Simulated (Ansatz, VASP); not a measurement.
# One calculation of MgO, two programs

```xyz
2
Lattice="0.0000 2.1187 2.1187 2.1187 0.0000 2.1187 2.1187 2.1187 0.0000" Properties=species:S:1:pos:R:3 pbc="T T T"
Mg    0.0000    0.0000    0.0000
O     1.0593    1.0593    1.0593
```

Change from the starting cell: volume scaled by 0.8, PAW files.

Alike in both runs: task single point; functional r2SCAN; k mesh 16 × 16 × 16; occupations fermi-dirac, width 0.1 eV; no spin polarisation.

|  | VASP | Ansatz |
| --- | --- | --- |
| version | VASP 6.6.1 | Ansatz 0.2.0 |
| potentials or method | VASP PAW PBE potentials, release 64 (Mg, O) | PAW with Ansatz's default frozen-core files, scalar-relativistic |
| plane-wave cutoff (eV) | 520 | 500 |
| valence electrons in the cell | 8 | 16 |

Ansatz gave:

```
gap on the k mesh at the Fermi level (eV) : 5.81
pressure (GPa)                            : 43.8
```

Problem. Which values does VASP return?

Solution. gap on the k mesh at the Fermi level (eV): 5.80; pressure (GPa): 44.3.

The functional is the same, so the differences come from potentials, cutoffs and numerics. The two sets of potentials don't hold the same shells in valence.

Caveats: so large a pressure means that the cell lies far from this level's equilibrium, or that cutoff or potentials fall short (VASP); the potentials were made for another functional, which shifts forces and pressure (VASP). A k mesh can miss the band edges.
